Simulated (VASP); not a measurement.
Runs of VASP 6.6.1 on YN. Symmetry: Fm-3m, No. 225, cubic system. The conventional cell has a = 4.897 Å, b = 4.897 Å, c = 4.897 Å, α = 90.00°, β = 90.00°, γ = 90.00°. Y (site symmetry m-3m) is surrounded by 6 N at 2.45 Å. N (site symmetry m-3m) is surrounded by 6 Y at 2.45 Å. The cell comes from a database or a generator and needn't be the stable form of this composition.

```csv
task,level,potentials or basis,cell,cutoff (eV),gap on the mesh (eV),pressure (GPa),relaxed volume (Å³/atom)
relaxation of cell and atoms,LDA,"VASP PAW LDA potentials, release 64 (Y_sv, N)",relaxed,600,0.01,0.0,(a)
relaxation of cell and atoms,PBEsol,"VASP PAW PBE potentials, release 64 (Y_sv, N)",relaxed,580,(b),0.0,14.30
relaxation of cell and atoms,PBE+D3(BJ),"VASP PAW PBE potentials, release 64 (Y_sv, N)",relaxed,600,0.17,0.0,14.40
single point,PBEsol,"VASP PAW PBE potentials, release 64 (Y_sv, N)",as given,520,(c),-4.2,-
relaxation of cell and atoms,PBE,"VASP PAW PBE potentials, release 64 (Y_sv, N)",relaxed,600,0.21,0.0,14.74
```

Alike in all rows: no spin polarisation; k mesh 12 × 12 × 12; smearing gaussian 0.1 eV.

Q: Estimate the missing entries.

A: (a) 14.00; (b) 0.07; (c) 0.12.

Caveats: the PAW data sets were made with another functional, which shifts forces and pressure a little (some runs).

A k mesh can miss the band edges, and the runs leave out spin-orbit coupling on Y.

Not every run made on this cell is shown here.
